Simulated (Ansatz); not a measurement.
System: Te (fcc type), 1 atom in the cell.

All numbers below come from PBE, plane waves, PAW datasets (generated soft set 1) (Ansatz 0.2.0 development build).

Cutoff 420 eV; k-mesh 4×4×4 Γ-centred; Fermi–Dirac smearing of 0.15 eV; no spin polarisation; no spin–orbit coupling.

```yaml
crystal:
  lattice:
    - [0.00000, 2.41870, 2.41870]
    - [2.41870, 0.00000, 2.41870]
    - [2.41870, 2.41870, 0.00000]
  atoms:
    - { symbol: Te, position: [0.00000, 0.00000, 0.00000] }
```
Lattice in Å, positions in fractions of it.

(1) Would the cell expand or shrink if it were free to relax?

(2) Metal or insulator on this mesh?

Answers

(1) The pressure is 0.28 GPa, so at these settings the cell is compressed and would expand.

(2) No gap opens on the mesh: metallic.

The stress includes the program's correction for the finite plane-wave basis.

The k-mesh is coarse, so these values belong to this mesh and can lie far from the converged ones. This cubic structure is a model: it isn't the usual form of the substance at ambient conditions, and such phases are metastable or hypothetical.
